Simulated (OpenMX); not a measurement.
InP:

```xyz
2
Lattice="0.0000 2.9305 2.9305 2.9305 0.0000 2.9305 2.9305 2.9305 0.0000" Properties=species:S:1:pos:R:3 pbc="T T T"
In    0.0000    0.0000    0.0000
P     4.3957    4.3957    4.3957
```

Base run:

| Item | Value |
| --- | --- |
| Program | OpenMX 3.8.5 |
| Functional | PBE |
| Potentials or basis | OpenMX 2013 PBE set, In7.0-s3p2d2f1, P7.0-s3p2d2f1, grid cutoff 500 Ry |
| k mesh | 9 × 9 × 9 |
| Occupations | fermi-dirac, width 0.05 eV |
| Spin | no spin polarisation |

Its results: band gap on the k mesh 0.78 eV, direct; pressure 4.3 GPa.

Question: After a change of settings the same cell gave: band gap on the k mesh 0.64 eV, direct; pressure 0.4 GPa. Which change was it?
A. potentials or basis from OpenMX 2013 PBE set, In7.0-s3p2d2f1, P7.0-s3p2d2f1, grid cutoff 500 Ry to OpenMX 2013 PBE set, In7.0-s3p2d2, P7.0-s2p2d1f1, grid cutoff 500 Ry
B. functional from PBE to LDA; potentials or basis from OpenMX 2013 PBE set, In7.0-s3p2d2f1, P7.0-s3p2d2f1, grid cutoff 500 Ry to OpenMX 2013 LDA set, In7.0-s3p2d2, P7.0-s2p2d1f1, grid cutoff 500 Ry
C. potentials or basis from OpenMX 2013 PBE set, In7.0-s3p2d2f1, P7.0-s3p2d2f1, grid cutoff 500 Ry to OpenMX 2013 PBE set, In7.0-s3p2d1, P7.0-s2p2d1, grid cutoff 500 Ry

Answer: B.

Caveats: spin-orbit coupling is left out, which moves the levels of the heavy elements; the basis of atomic orbitals isn't converged, which shifts pressures, moduli and gaps.
